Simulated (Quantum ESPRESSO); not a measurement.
Write the native input for Quantum ESPRESSO 7.5 that does the following.

```yaml
Task: band structure
Functional: LDA
Potentials_or_basis: GBRV 1.5 LDA
Cutoff: 612 eV
Density_cutoff: 4898 eV
k_mesh: 9 × 9 × 9
Occupations: fermi-dirac, width 0.05 eV
Spin: no spin polarisation
Form_of_the_LDA_correlation: PZ81
Mixing_beta: 0.5
Most_SCF_iterations: 120
SCF_threshold: 4e-10 Ry
```

As:

```
As
1.0
     1.88080    1.08588    3.51406
    -1.88080    1.08588    3.51406
     0.00000   -2.17176    3.51406
As
2
Cartesian
  0.0000 0.0000 2.3825
  0.0000 0.0000 8.1597
```

One way to write it, as run:

pw.in

```
&CONTROL
  calculation = 'scf'
  prefix = 'pwscf'
  outdir = './tmp'
  pseudo_dir = './pseudo'
  tprnfor = .true.
  tstress = .true.
  disk_io = 'low'
/
&SYSTEM
  ibrav = 0
  celldm(1) = 8
  nat = 2
  ntyp = 1
  ecutwfc = 45
  ecutrho = 360
  nbnd = 10
  occupations = 'smearing'
  smearing = 'fd'
  degauss = 0.00367493
/
&ELECTRONS
  conv_thr = 4d-10
  electron_maxstep = 120
  mixing_beta = 0.5
/
ATOMIC_SPECIES
As    74.9216 as_lda_v1.uspp.F.UPF
CELL_PARAMETERS alat
  0.4442738793236   0.2565016438083   0.8300768443201
 -0.4442738793236   0.2565016438083   0.8300768443201
  0.0000000000000  -0.5130032876402   0.8300768443201
ATOMIC_POSITIONS crystal
As     0.2260000000    0.2260000000    0.2260000000
As     0.7740000000    0.7740000000    0.7740000000
K_POINTS automatic
9 9 9 0 0 0
```

bands.in

```
&CONTROL
  calculation = 'bands'
  prefix = 'pwscf'
  outdir = './tmp'
  pseudo_dir = './pseudo'
  disk_io = 'low'
  verbosity = 'high'
/
&SYSTEM
  ibrav = 0
  celldm(1) = 8
  nat = 2
  ntyp = 1
  ecutwfc = 45
  ecutrho = 360
  nbnd = 10
  occupations = 'smearing'
  smearing = 'fd'
  degauss = 0.00367493
/
&ELECTRONS
  conv_thr = 1d-08
  electron_maxstep = 120
  mixing_beta = 0.5
  diago_full_acc = .true.
  startingwfc = 'random'
/
ATOMIC_SPECIES
As    74.9216 as_lda_v1.uspp.F.UPF
CELL_PARAMETERS alat
  0.4442738793236   0.2565016438083   0.8300768443201
 -0.4442738793236   0.2565016438083   0.8300768443201
  0.0000000000000  -0.5130032876402   0.8300768443201
ATOMIC_POSITIONS crystal
As     0.2260000000    0.2260000000    0.2260000000
As     0.7740000000    0.7740000000    0.7740000000
K_POINTS crystal
60
 0.0000000000  0.0000000000  0.0000000000 1
 0.0625000000  0.0000000000  0.0000000000 1
 0.1250000000  0.0000000000  0.0000000000 1
 0.1875000000  0.0000000000  0.0000000000 1
 0.2500000000  0.0000000000  0.0000000000 1
 0.3125000000  0.0000000000  0.0000000000 1
 0.3750000000  0.0000000000  0.0000000000 1
 0.4375000000  0.0000000000  0.0000000000 1
 0.5000000000  0.0000000000  0.0000000000 1
 0.5000000000  0.0383874312 -0.0383874312 1
 0.5000000000  0.0767748624 -0.0767748624 1
 0.5000000000  0.1151622936 -0.1151622936 1
 0.5000000000  0.1535497248 -0.1535497248 1
 0.5000000000  0.1919371561 -0.1919371561 1
 0.5000000000  0.2303245873 -0.2303245873 1
 0.7696754127  0.5000000000  0.2303245873 1
 0.7311503538  0.5000000000  0.2688496462 1
 0.6926252948  0.5000000000  0.3073747052 1
 0.6541002358  0.5000000000  0.3458997642 1
 0.6155751769  0.5000000000  0.3844248231 1
 0.5770501179  0.5000000000  0.4229498821 1
 0.5385250590  0.5000000000  0.4614749410 1
 0.5000000000  0.5000000000  0.5000000000 1
 0.4285714286  0.4285714286  0.4285714286 1
 0.3571428571  0.3571428571  0.3571428571 1
 0.2857142857  0.2857142857  0.2857142857 1
 0.2142857143  0.2142857143  0.2142857143 1
 0.1428571429  0.1428571429  0.1428571429 1
 0.0714285714  0.0714285714  0.0714285714 1
 0.0000000000  0.0000000000  0.0000000000 1
 0.0365162294  0.0000000000 -0.0365162294 1
 0.0730324587  0.0000000000 -0.0730324587 1
 0.1095486881  0.0000000000 -0.1095486881 1
 0.1460649175  0.0000000000 -0.1460649175 1
 0.1825811468  0.0000000000 -0.1825811468 1
 0.2190973762  0.0000000000 -0.2190973762 1
 0.2556136055  0.0000000000 -0.2556136055 1
 0.2921298349  0.0000000000 -0.2921298349 1
 0.3286460643  0.0000000000 -0.3286460643 1
 0.3651622936  0.0000000000 -0.3651622936 1
 0.6348377064  0.3651622936  0.0000000000 1
 0.5898918042  0.4101081958  0.0000000000 1
 0.5449459021  0.4550540979  0.0000000000 1
 0.5000000000  0.5000000000  0.0000000000 1
 0.5674188532  0.5674188532  0.1151622936 1
 0.6348377064  0.6348377064  0.2303245873 1
 0.6155751769  0.6155751769  0.2688496462 1
 0.5963126474  0.5963126474  0.3073747052 1
 0.5770501179  0.5770501179  0.3458997642 1
 0.5577875884  0.5577875884  0.3844248231 1
 0.5385250590  0.5385250590  0.4229498821 1
 0.5192625295  0.5192625295  0.4614749410 1
 0.5000000000  0.5000000000  0.5000000000 1
 0.5000000000  0.0000000000  0.0000000000 1
 0.5449459021  0.0608603823  0.0608603823 1
 0.5898918042  0.1217207645  0.1217207645 1
 0.6348377064  0.1825811468  0.1825811468 1
 0.6797836085  0.2434415291  0.2434415291 1
 0.7247295106  0.3043019114  0.3043019114 1
 0.7696754127  0.3651622936  0.3651622936 1
```

Potentials or basis: GBRV 1.5 LDA.

Launch:

```bash
$ OMP_NUM_THREADS=1 mpirun -n 2 pw.x -nk 2 -in pw.in > pw.out
$ OMP_NUM_THREADS=1 mpirun -n 2 pw.x -nk 2 -in bands.in > bands.out
```

Results of the run:

```
Pressure               : -0.8 GPa
Largest force          : 0.348 eV/Å
Band gap on the k mesh : none (metal or under the smearing width)
```

It took 27 s on 2 MPI ranks on Arm Neoverse V2, with other jobs on the host, peak memory 0.22 GiB a rank.
